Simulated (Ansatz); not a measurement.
## Phonons of Ta-Au-Au-Ta stack of (100) layers

The plan: relax Ta-Au-Au-Ta stack of (100) layers, check its phonons, and, if the lattice is stable, compute its Eliashberg function and ρ(T).

Method: DFT PBEsol, scalar-relativistic, plane waves, PAW; PAW set soft_1, in Ansatz 0.2.0.

### Step 1. The starting structure

The cell holds 4 atoms: 2 Ta and 2 Au. Its edges and angles: a = 2.885 Å, b = 2.885 Å, c = 17.120 Å, α = 90.0°, β = 90.0°, γ = 90.0°. Vacuum lies along c.

Structure file:

```cif
data_structure
_symmetry_space_group_name_H-M 'P 1'
_symmetry_Int_Tables_number 1
_cell_length_a 2.8850
_cell_length_b 2.8850
_cell_length_c 17.1200
_cell_angle_alpha 90.000
_cell_angle_beta 90.000
_cell_angle_gamma 90.000
_cell_volume 142.49
loop_
_atom_site_label
_atom_site_type_symbol
_atom_site_fract_x
_atom_site_fract_y
_atom_site_fract_z
_atom_site_occupancy
Ta1 Ta 0.00000 0.00000 0.32126 1
Au2 Au 0.50000 0.50000 0.44042 1
Au3 Au 0.00000 0.00000 0.55958 1
Ta4 Ta 0.50000 0.50000 0.67874 1
```

### Step 2. Rough relaxation

Large forces or a large pressure at the start call for a first relaxation with loose thresholds.

The input, input.yaml:

```yaml
crystal:
  lattice:
    - [2.885, 0.0, 0.0]
    - [0.0, 2.885, 0.0]
    - [0.0, 0.0, 17.12]
  atoms:
    - { symbol: Ta, position: [0.0, 0.0, 0.32126168] }
    - { symbol: Au, position: [0.5, 0.5, 0.44042056] }
    - { symbol: Au, position: [0.0, 0.0, 0.55957944] }
    - { symbol: Ta, position: [0.5, 0.5, 0.67873832] }
  periodic: [true, true, false]
kpoints:
  mp_grid: { grid: [8, 8, 1] }
hamiltonian:
  xc: pbesol
  pseudopotentials: { kind: paw, azcp: { folder: soft_1 }, xc_functional: pbe }
scf:
  occupations: { method: gaussian, width: 0.1 }
output:
  forces: true
  stress: true
  eigenvalues: true
relax:
  adjacent_minimum: "off"
  f_tol: 0.05
  max_steps: 80
  cell: { stress_2d_tol: 0.02 }
```

Launch:

```bash
$ ansatz run input.yaml --threads 4 --pin off --max-ram 12288MiB --backend cpu --events-out ev --progress --plain --runs-dir out
```

Numbers of over 12 decimals in the logs are rounded to 6 here.

What it wrote:

```text
Warning: crystal.periodic: the lattice vector that does not repeat stood 0.000° off the slab's normal, 17.120 Å along it as the deck builds it. The run solves the slab on a vector along the normal, 36.040 Å long, with every atom where it was (on the deck's vector they left 11.00 Å outside them, and the widest stretch free of ions among them is 2.04 Å). A fractional position that the run reports is one of the run's ce [...]
The last accepted step is kept in <dir> (removed where the run ends without a failure and the disk answers)
crystal.periodic: the lattice vector that does not repeat stood 0.000° off the slab's normal, 17.120 Å along it as the deck builds it. The run solves the slab on a vector along the normal, 36.040 Å long, with every atom where it was (on the deck's vector they left 11.00 Å outside them, and the widest stretch free of ions among them is 2.04 Å). A fractional position that the run reports is one of the run's cell, which [...]
Engine: ansatz 0.2.0, aarch64-unknown-linux-gnu
Pseudopotentials: kind: paw
Pseudopotential: Ta, paw, valence charge 13, recommended cutoff 420 eV (normal), soft_1/Ta.paw.azcp
Pseudopotential: Au, paw, valence charge 19, recommended cutoff 420 eV (normal), soft_1/Au.paw.azcp
Functional definition: PBEsol
  exchange = pbesol_x
  correlation = pbesol_c
Crystal: 4 atoms, lattice volume = 299.969 Å³
Basis set: ecut = 420 eV, 5829 PW (Γ), exchange–correlation on 40×40×486 points (8 copies of the dense FFT grid, shifted against one another)
Bands: 39, of which v1, the nominal top of the filled ones, is band 32 counted from 1 (31 counted from 0)
Symmetry: 16 space group operations
Space group: P4/nmm (ITA 129), of the structure as read, at distance tolerance 6.7e-5 Å
k-points: 15 of 64
Non-local potential: Ta, projectors of the file, l = 0: 3, l = 1: 2, l = 2: 2, l = 3: 1
Non-local potential: Au, projectors of the file, l = 0: 3, l = 1: 2, l = 2: 2, l = 3: 1
PAW form: soft (Blöchl's): semilocal exchange-correlation on the pseudo side does not see the compensation charge
PAW frozen core: Ta, regenerated for the run's functional, and the local potential with it (the file was generated under x = pbe(κ = 0.804, μ = 0.219515), c = pbe(β = 0.066725))
PAW frozen core: Au, regenerated for the run's functional, and the local potential with it (the file was generated under x = pbe(κ = 0.804, μ = 0.219515), c = pbe(β = 0.066725))
PAW one-centre angular grid: Ta, 590 points (default); XC on 64 Gauss nodes
PAW one-centre angular grid: Au, 590 points (default); XC on 64 Gauss nodes
Initial density: superposition of atomic densities (neutral atoms: chi_scale 0, normalization atom)
Initial wavefunctions: pseudopotential atomic-orbital guess
Functional: x = pbesol(κ = 0.804, μ = 0.123457), c = pbesol(β = 0.046)
SCF iter   1: F=—  HF=-45632.666985 eV  |F-HF|=—  |Δ(HF+E_count)|=         —  Δρ=6.26e-2  dr2=3.78e1  ethr=3.10e-3  ⟨swp⟩=14.6  Hψ=4056  notcnv=0
preconditioner: auto → LDOS  [metal: Δε(μ)=0.046 eV  Ē_g=5.202 eV  σ=0.100 eV  W_gap=0.24  n_scr=24 (ndim 8)  ℏωp=12.1 eV  f_vac=0.702  D(μ)=6.80/eV (n_scr^D=22)  β→1.0]
SCF iter   2: F=—  HF=-45629.808365 eV  |F-HF|=—  |Δ(HF+E_count)|=    2.86e0  Δρ=2.70e-2  dr2=6.59e0  ethr=3.10e-3  ⟨swp⟩=4.2  Hψ=1661  notcnv=0  defer=20
SCF iter   3: F=—  HF=-45629.455555 eV  |F-HF|=—  |Δ(HF+E_count)|=   3.53e-1  Δρ=1.81e-2  dr2=1.73e0  ethr=3.10e-3  ⟨swp⟩=4.1  Hψ=1576  notcnv=0  defer=20
SCF iter   4: F=—  HF=-45629.110298 eV  |F-HF|=—  |Δ(HF+E_count)|=   3.45e-1  Δρ=4.49e-3  dr2=3.29e-1  ethr=2.71e-3  ⟨swp⟩=2.8  Hψ=1194  notcnv=0  defer=20
SCF iter   5: F=—  HF=-45629.102278 eV  |F-HF|=—  |Δ(HF+E_count)|=   8.02e-3  Δρ=1.63e-3  dr2=1.69e-2  ethr=5.14e-4  ⟨swp⟩=3.5  Hψ=1192  notcnv=0  defer=19
SCF iter   6: F=—  HF=-45629.099740 eV  |F-HF|=—  |Δ(HF+E_count)|=   2.54e-3  Δρ=7.20e-4  dr2=2.24e-3  ethr=2.65e-5  ⟨swp⟩=3.7  Hψ=1358  notcnv=0  defer=19
SCF iter   7: F=—  HF=-45629.099955 eV  |F-HF|=—  |Δ(HF+E_count)|=   2.14e-4  Δρ=3.11e-4  dr2=6.71e-4  ethr=3.50e-6  ⟨swp⟩=3.4  Hψ=1293  notcnv=0  defer=19
SCF iter   8: F=—  HF=-45629.099935 eV  |F-HF|=—  |Δ(HF+E_count)|=   1.97e-5  Δρ=1.02e-4  dr2=3.61e-5  ethr=1.05e-6  ⟨swp⟩=3.2  Hψ=981  notcnv=0  defer=19
SCF iter   9: F=—  HF=-45629.100015 eV  |F-HF|=—  |Δ(HF+E_count)|=   8.02e-5  Δρ=3.07e-5  dr2=2.76e-6  ethr=5.64e-8  ⟨swp⟩=4.1  Hψ=1388  notcnv=0  defer=19
SCF iter  10: F=—  HF=-45629.100015 eV  |F-HF|=—  |Δ(HF+E_count)|=   1.48e-7  Δρ=1.04e-5  dr2=6.04e-7  ethr=4.30e-9  ⟨swp⟩=3.4  Hψ=1168  notcnv=0  defer=19
iter 11 did not close the SCF: its close was put off until two iterations running show no level that it waits for move by more than its bar (scf_convergence_deferred on its scf_iter line)
SCF iter  11: F=-45629.100015 eV  HF=-45629.100015 eV  |F-HF|=1.71e-8  |Δ(HF+E_count)|=   1.96e-7  Δρ=2.32e-6  dr2=2.50e-8  ethr=1.56e-10  ⟨swp⟩=18.7  Hψ=4277  notcnv=0
iter 12 did not close the SCF: its close was put off until two iterations running show no level that it waits for move by more than its bar (scf_convergence_deferred on its scf_iter line)
SCF iter  12: F=-45629.100015 eV  HF=-45629.100015 eV  |F-HF|=2.83e-9  |Δ(HF+E_count)|=   2.32e-8  Δρ=7.80e-7  dr2=4.61e-9  ethr=3.90e-11  ⟨swp⟩=3.8  Hψ=2344  notcnv=0
SCF iter  13: F=-45629.100015 eV  HF=-45629.100015 eV  |F-HF|=1.49e-9  |Δ(HF+E_count)|=   3.62e-9  Δρ=2.31e-7  dr2=5.94e-10  ethr=7.20e-12  ⟨swp⟩=3.9  Hψ=2195  notcnv=0
SCF 1 converged in 13 iterations: F = -45629.100015 eV  dr2 = 5.94e-10
  greatest PAW one-centre occupation: 1.000 electrons in one spin orbital (limit 2), on the Au atom at site 2 (counted from 0), in its partial waves of l = 0
relax step   1: F+E_penalty+E_count = -45629.10001512 eV  Δ(F+E_penalty+E_count) = +0.000e0 eV  max|allowed force component| = 9.015e-1 eV/Å  Δτ_max = 0.0000 Å  P = -11.403 N/m  Ω = 299.969 Å³  fix = [c, alpha, beta]  reactions: c +0.000 N/m  (13 SCF iters, dr2 threshold 1.00e-7 eV, accepted)
Crystal: 4 atoms, lattice volume = 271.986 Å³
Basis set: ecut = 420 eV, 5421 PW (Γ), exchange–correlation on 40×40×486 points (8 copies of the dense FFT grid, shifted against one another)
Initial density: handed on by an earlier stage of this run
Initial wavefunctions: those handed on with the density
SCF iter   1: F=—  HF=-45629.251660 eV  |F-HF|=—  |Δ(HF+E_count)|=         —  Δρ=1.49e-2  dr2=2.50e0  ethr=3.10e-3  ⟨swp⟩=15.5  Hψ=3665  notcnv=0
preconditioner: auto → LDOS  [insulator: Δε(μ)=0.109 eV  Ē_g=6.574 eV  σ=0.100 eV  W_gap=0.52  n_scr=24 (ndim 8)  ℏωp=12.7 eV  f_vac=0.705  D(μ)=3.71/eV (n_scr^D=18)  ε∞_Penn≈4.8  β→1.0]
[...]
SCF iter   8: F=—  HF=-45629.343558 eV  |F-HF|=—  |Δ(HF+E_count)|=   4.03e-5  Δρ=3.57e-6  dr2=4.66e-8  ethr=1.75e-9  ⟨swp⟩=3.5  Hψ=1121  notcnv=0  defer=18
SCF iter   9: F=—  HF=-45629.343558 eV  |F-HF|=—  |Δ(HF+E_count)|=   6.59e-8  Δρ=1.35e-6  dr2=9.59e-9  ethr=7.28e-11  ⟨swp⟩=3.7  Hψ=1398  notcnv=0  defer=18
SCF iter  10: F=—  HF=-45629.343558 eV  |F-HF|=—  |Δ(HF+E_count)|=   9.34e-9  Δρ=3.30e-7  dr2=4.49e-10  ethr=1.50e-11  ⟨swp⟩=3.3  Hψ=1166  notcnv=0  defer=18
SCF iter  11: F=—  HF=-45629.343558 eV  |F-HF|=—  |Δ(HF+E_count)|=   2.12e-9  Δρ=1.04e-7  dr2=5.10e-11  ethr=1.00e-12  ⟨swp⟩=3.5  Hψ=1262  notcnv=0  defer=18
SCF iter  12: F=—  HF=-45629.343558 eV  |F-HF|=—  |Δ(HF+E_count)|=  4.00e-10  Δρ=3.28e-8  dr2=4.88e-12  ethr=1.00e-12  ⟨swp⟩=1.9  Hψ=696  notcnv=0  defer=18
SCF iter  13: F=-45629.343558 eV  HF=-45629.343558 eV  |F-HF|=1.60e-10  |Δ(HF+E_count)|=  2.91e-11  Δρ=1.09e-8  dr2=3.78e-13  ethr=1.00e-12  ⟨swp⟩=22.5  Hψ=4554  notcnv=0
SCF 3 converged in 13 iterations: F = -45629.343558 eV  dr2 = 3.78e-13
relax step   3: F+E_penalty+E_count = -45629.34355790 eV  Δ(F+E_penalty+E_count) = -2.435e-1 eV  max|allowed force component| = 1.537e-1 eV/Å  Δτ_max = 0.0733 Å  P = -4.762 N/m  Ω = 286.005 Å³  energy of the carried Pulay correction = +7.618e-4 eV  fix = [c, alpha, beta]  reactions: c +0.000 N/m  (13 SCF iters, accepted)
[...]
relax step   4: F+E_penalty+E_count = -45629.37867172 eV  Δ(F+E_penalty+E_count) = -3.511e-2 eV  max|allowed force component| = 1.237e-1 eV/Å  Δτ_max = 0.0466 Å  P = +1.921 N/m  Ω = 275.024 Å³  energy of the carried Pulay correction = +1.387e-3 eV  fix = [c, alpha, beta]  reactions: c +0.000 N/m  (7 SCF iters, dr2 threshold 4.00e-7 eV, accepted)
[...]
relax step   5: F+E_penalty+E_count = -45629.38218867 eV  Δ(F+E_penalty+E_count) = -3.517e-3 eV  max|allowed force component| = 6.633e-2 eV/Å  Δτ_max = 0.0181 Å  P = -0.285 N/m  Ω = 277.079 Å³  energy of the carried Pulay correction = +1.268e-3 eV  fix = [c, alpha, beta]  reactions: c +0.000 N/m  (6 SCF iters, dr2 threshold 4.00e-7 eV, accepted)
[...]
relax step   6: F+E_penalty+E_count = -45629.38284038 eV  Δ(F+E_penalty+E_count) = -6.517e-4 eV  max|allowed force component| = 7.433e-3 eV/Å  Δτ_max = 0.0088 Å  P = -0.027 N/m  Ω = 276.978 Å³  energy of the carried Pulay correction = +1.274e-3 eV  fix = [c, alpha, beta]  reactions: c +0.000 N/m  (5 SCF iters, dr2 threshold 2.75e-7 eV, accepted)
[...]
relax step   7: F+E_penalty+E_count = -45629.38285590 eV  Δ(F+E_penalty+E_count) = -1.552e-5 eV  max|allowed force component| = 4.162e-4 eV/Å  Δτ_max = 0.0012 Å  P = -0.005 N/m  Ω = 276.883 Å³  energy of the carried Pulay correction = +1.279e-3 eV  fix = [c, alpha, beta]  reactions: c +0.000 N/m  (6 SCF iters, dr2 threshold 7.17e-10 eV, accepted)
Initial wavefunctions: pseudopotential atomic-orbital guess (no wavefunctions were taken with the density)
iter 1 solved again at ethr=1.80e-7 eV; its pass at ethr=3.10e-3 eV (dr2=1.15e-4 eV) is discarded
SCF iter   1: F=—  HF=-45629.381550 eV  |F-HF|=—  |Δ(HF+E_count)|=         —  Δρ=7.59e-5  dr2=2.29e-6  ethr=1.80e-7  ⟨swp⟩=7.1  Hψ=7114  notcnv=0
preconditioner: auto → LDOS  [metal: Δε(μ)=0.094 eV  Ē_g=6.426 eV  σ=0.100 eV  W_gap=0.46  n_scr=24 (ndim 8)  ℏωp=12.6 eV  f_vac=0.696  D(μ)=4.09/eV (n_scr^D=18)  β→1.0]
SCF iter   2: F=—  HF=-45629.381601 eV  |F-HF|=—  |Δ(HF+E_count)|=   5.08e-5  Δρ=1.55e-5  dr2=4.95e-7  ethr=3.58e-9  ⟨swp⟩=4.0  Hψ=1517  notcnv=0
SCF iter   3: F=—  HF=-45629.381600 eV  |F-HF|=—  |Δ(HF+E_count)|=   1.26e-7  Δρ=6.00e-6  dr2=1.14e-7  ethr=7.73e-10  ⟨swp⟩=3.4  Hψ=1352  notcnv=0
SCF iter   4: F=—  HF=-45629.381600 eV  |F-HF|=—  |Δ(HF+E_count)|=   6.43e-9  Δρ=9.13e-7  dr2=4.38e-9  ethr=1.78e-10  ⟨swp⟩=4.1  Hψ=1448  notcnv=0
SCF iter   5: F=—  HF=-45629.381600 eV  |F-HF|=—  |Δ(HF+E_count)|=   3.79e-9  Δρ=3.14e-7  dr2=1.18e-9  ethr=6.84e-12  ⟨swp⟩=3.9  Hψ=1477  notcnv=0
SCF iter   6: F=—  HF=-45629.381600 eV  |F-HF|=—  |Δ(HF+E_count)|=   1.98e-9  Δρ=9.49e-8  dr2=4.48e-11  ethr=1.84e-12  ⟨swp⟩=2.9  Hψ=1003  notcnv=0
SCF iter   7: F=—  HF=-45629.381600 eV  |F-HF|=—  |Δ(HF+E_count)|=  2.84e-10  Δρ=3.42e-8  dr2=3.33e-12  ethr=1.00e-12  ⟨swp⟩=1.9  Hψ=746  notcnv=0
SCF iter   8: F=-45629.381600 eV  HF=-45629.381600 eV  |F-HF|=2.62e-10  |Δ(HF+E_count)|=  1.31e-10  Δρ=1.61e-8  dr2=9.09e-13  ethr=1.00e-12  ⟨swp⟩=15.3  Hψ=4338  notcnv=0
SCF 8 converged in 8 iterations: F = -45629.381600 eV  dr2 = 9.09e-13
relax step   8: F+E_penalty+E_count = -45629.38160049 eV  Δ(F+E_penalty+E_count) = +1.255e-3 eV  max|allowed force component| = 1.525e-4 eV/Å  Δτ_max = 0.0000 Å  P = -0.007 N/m  Ω = 276.883 Å³  fix = [c, alpha, beta]  reactions: c +0.000 N/m  stress off target by 7.35e-3 N/m on what of the cell is left free  SCF on the basis re-selected at this cell (its energy is not comparable with the rows above)  (8 SCF iters)
basis re-selected at this cell: Δ(F+E_penalty+E_count) = +1.255e-3 eV, ΔP = -0.002 N/m vs the last step (what re-selecting the basis moved, of the pressure what is left beyond the Pulay correction that the steps carried, after the strain that the cell walked since its last selection, with what the two solves' SCF thresholds leave and, on support functions, any second-order correction that the steps lacked; it is no m [...]
SCF converged after 8 iterations
Free energy (F): -45629.381600 eV
Harris-Foulkes:  -45629.381600 eV  (|F-HF|=2.62e-10)
Internal energy: -45629.361159 eV  (E = F + TS)
E sigma→0 (E₀):  -45629.371380 eV
Entropy (-TS):   -0.020442 eV (-5.110 meV/atom)
Fermi energy:    -5.280257 eV
--- Per-component energies (eV) ---
  E_band       = -2275.339856
  E_kinetic    = 1940.544080
  E_local      = -314561.268460  (includes V_loc(G=0)·N_el)
  E_nonlocal   = 182.092431
  E_hartree    = 156076.748286
  E_xc         = -1064.793138
  E_vxc        = -987.809844  (∫ρ·V_xc dr)
  E_paw        = -35540.656644  (= ΣΔE_a)
  E_vpaw       = -1002.397764  (= ΣTr[D̂ρ^β])
  E_aug_tail   = 0.003343  (compensation charges beyond the density's cutoff)
  E_ewald      = 147336.922464
  E_core_change = 1.046480  (= ΣΔE_core)
  E_smearing   = -0.020442  (= −TS)
  E_closure    = -0.000000  (closes the sum)
  Σ components = -45629.381600   (vs F -45629.381600, Δ=0.00e0)
--- Forces (eV/Å), atoms counted from 1 ---
  atom   1  Ta     0.00000000     0.00000000     0.00015255
  atom   2  Au     0.00000000     0.00000000    -0.00007154
  atom   3  Au     0.00000000     0.00000000     0.00007154
  atom   4  Ta     0.00000000     0.00000000    -0.00015255
  max |Σ_I F_I| component: 0.00e0 eV/Å
--- 2D stress c σ (N/m, compression-positive) ---
       -0.007349       0.000000       0.000000
        0.000000      -0.007349       0.000000
        0.000000       0.000000       0.000000
  P = ½ c Tr σ = -0.0073 N/m
--- Band table (eV; the first three rows and the last of 15) ---
  k-point 0: bands = [... 28 lower, -8.1180, -7.7374, -7.6948, -7.0636, -5.6851, -5.5847, -4.6863, -1.9908, ... 3 higher]
  k-point 1: bands = [... 28 lower, -8.3372, -7.4488, -7.2987, -6.9337, -5.5015, -5.4572, -5.0076, -2.1375, ... 3 higher]
  k-point 2: bands = [... 28 lower, -7.7033, -7.5147, -6.2084, -6.1789, -6.0421, -4.8561, -4.3559, -2.1384, ... 3 higher]
  k-point 14: bands = [... 28 lower, -6.4110, -6.4110, -4.9640, -4.9640, -2.7776, -2.7776, -1.6975, -1.6975, ... 3 higher]
--- Relaxed structure (7 steps of the walk, 6 accepted, 1 SCFs on fresh bases) ---
  F+E_penalty+E_count = -45629.38160049 eV   max|allowed force component| = 1.525e-4 eV/Å   (the final SCF, on the basis selected at the relaxed cell)
  cell:  # Å, volume = 276.8830 Å³
    - [2.771761, 0, 0.0]
    - [0, 2.771761, 0.0]
    - [0.0, 0.0, 36.040000]
  atoms:
    - { symbol: Ta, position: [0, 0, 0.149484] }
    - { symbol: Au, position: [0.500000, 0.500000, 0.206319] }
    - { symbol: Au, position: [0, 0, 0.268709] }
    - { symbol: Ta, position: [0.500000, 0.500000, 0.325544] }
```

Run time: 25 s. Hardware: 4 threads of Arm Neoverse V2, shared host; peak memory 0.69 GiB.

The steps of the relaxation:

```
step  energy less that of the first step (eV)  largest force component (eV/Å)  volume (Å³)
   1                                   0.0000                          0.9015       299.97
   2                                   0.1111                          2.0754       271.99
   3                                  -0.2435                          0.1537       286.00
   4                                  -0.2787                          0.1237       275.02
   5                                  -0.2822                          0.0663       277.08
   6                                  -0.2828                          0.0074       276.98
   7                                  -0.2828                          0.0004       276.88
  8*                                  -0.2816                          0.0002       276.88
```

Relaxation steps marked * repeat the geometry before them on a plane-wave basis chosen anew for their cell, so energy and pressure can jump there. Relaxation step 2 was tried and not accepted.

The run keeps the 16 symmetry operations that it works with, so distortions that break them were not tested.

| cell as run | before | after | change |
| --- | --- | --- | --- |
| a (Å) | 2.885 | 2.772 | -3.9 % |
| b (Å) | 2.885 | 2.772 | -3.9 % |

The atoms that moved most (Å, along periodic axes as changes of fractional coordinates times the final cell, across vacuum about the mean position):

```
atom     dx     dy      dz  length
 Ta4  0.000  0.000   0.113   0.113
 Ta1  0.000  0.000  -0.113   0.113
 Au2  0.000  0.000  -0.104   0.104
 Au3  0.000  0.000   0.104   0.104
```

Final coordinates:

```cif
data_structure
_symmetry_space_group_name_H-M 'P 1'
_symmetry_Int_Tables_number 1
_cell_length_a 2.7718
_cell_length_b 2.7718
_cell_length_c 36.0400
_cell_angle_alpha 90.000
_cell_angle_beta 90.000
_cell_angle_gamma 90.000
_cell_volume 276.88
loop_
_atom_site_label
_atom_site_type_symbol
_atom_site_fract_x
_atom_site_fract_y
_atom_site_fract_z
_atom_site_occupancy
Ta1 Ta 0.00000 0.00000 0.14948 1
Au2 Au 0.50000 0.50000 0.20632 1
Au3 Au 0.00000 0.00000 0.26871 1
Ta4 Ta 0.50000 0.50000 0.32554 1
```

Numbers from this step:

```
metallic on mesh  : yes
gap on the k-mesh : 0 eV
```

The relaxation ends with a largest force component of 1.5e-4 eV/Å.

### Step 3. Relaxing cell and atoms

Lattice constant and positions set the bands and the force constants, so the cell is relaxed first.

input.yaml, the sections that differ from step 2:

```yaml
crystal:
  lattice:
    - [2.7717609742, 0.0, 0.0]
    - [0.0, 2.7717609742, 0.0]
    - [0.0, 0.0, 36.0400001536]
  atoms:
    - { symbol: Ta, position: [0.0, 0.0, 0.149483843] }
    - { symbol: Au, position: [0.5, 0.5, 0.2063190469] }
    - { symbol: Au, position: [0.0, 0.0, 0.268708698] }
    - { symbol: Ta, position: [0.5, 0.5, 0.3255439019] }
  periodic: [true, true, false]
kpoints:
  mp_grid: { grid: [10, 10, 1] }
relax:
  adjacent_minimum: "off"
  f_tol: 0.005
  max_steps: 80
  cell: { stress_2d_tol: 0.02 }
# hamiltonian, scf, output: as in step 2
```

What it wrote:

```text
[the first part of the log is left out]
  E_aug_tail   = 0.003331  (compensation charges beyond the density's cutoff)
  E_ewald      = 147670.391581
  E_core_change = 1.046480  (= ΣΔE_core)
  E_smearing   = -0.024795  (= −TS)
  E_closure    = -0.000000  (closes the sum)
  Σ components = -45629.332408   (vs F -45629.332408, Δ=0.00e0)
--- Forces (eV/Å), atoms counted from 1 ---
  atom   1  Ta     0.00000000     0.00000000    -0.00021294
  atom   2  Au     0.00000000     0.00000000    -0.00002641
[...]
0.000000       0.004485       0.000000
        0.000000       0.000000       0.000000
  P = ½ c Tr σ = 0.0045 N/m
--- Band table (eV; the first three rows and the last of 21) ---
[...]
--- Relaxed structure (4 steps of the walk, 3 accepted, 1 SCFs on fresh bases) ---
[...]
cell:  # Å, volume = 275.2701 Å³
    - [2.763676, 0, 0]
    - [0, 2.763676, 0]
    - [0, 0, 36.0400001536]
  atoms:
    - { symbol: Ta, position: [0, 0, 0.148613] }
    - { symbol: Au, position: [0.5, 0.5, 0.206071] }
    - { symbol: Au, position: [0, 0, 0.268956] }
    - { symbol: Ta, position: [0.5, 0.5, 0.326414] }
```

Elapsed: 20 s, on 4 threads; peak memory 0.71 GiB.

The steps of the relaxation:

```csv
step,energy less that of the first step (eV),largest force component (eV/Å),volume (Å³)
1,0.0000,0.0993,276.88
2,0.0028,0.1577,275.88
3,-0.0027,0.0016,275.36
4,-0.0027,0.0002,275.27
5,-0.0026,0.0002,275.27
```

The log counts 1 steps on a newly chosen plane-wave basis, not all of them marked here; energy and pressure can jump at such steps. Relaxation step 2 was tried and not accepted.

| cell as run | before | after | change |
| --- | --- | --- | --- |
| a (Å) | 2.772 | 2.764 | -0.3 % |
| b (Å) | 2.772 | 2.764 | -0.3 % |

The atoms that moved most (Å, along periodic axes as changes of fractional coordinates times the final cell, across vacuum about the mean position):

```
atom     dx     dy      dz  length
 Ta4  0.000  0.000   0.031   0.031
 Ta1  0.000  0.000  -0.031   0.031
 Au2  0.000  0.000  -0.009   0.009
 Au3  0.000  0.000   0.009   0.009
```

Final coordinates:

```xyz
4
Lattice="2.7637 0.0000 0.0000 0.0000 2.7637 0.0000 0.0000 0.0000 36.0400" Properties=species:S:1:pos:R:3
Ta    0.0000    0.0000    5.3560
Au    1.3818    1.3818    7.4268
Au    0.0000    0.0000    9.6932
Ta    1.3818    1.3818   11.7640
```

The relaxation ends with a largest force component of 2.1e-4 eV/Å.

(Part 1 of 2 ends here.)

[Logs are printed without paths, hosts, clocks, repeated set-up lines and the standing remarks that a program may print on its own settings, such as how far it seeks lower states.]

[Hosts, paths, dates, database ids (printed as entryN), source tags and the programs' standing remarks are cut or masked in the printed files.]
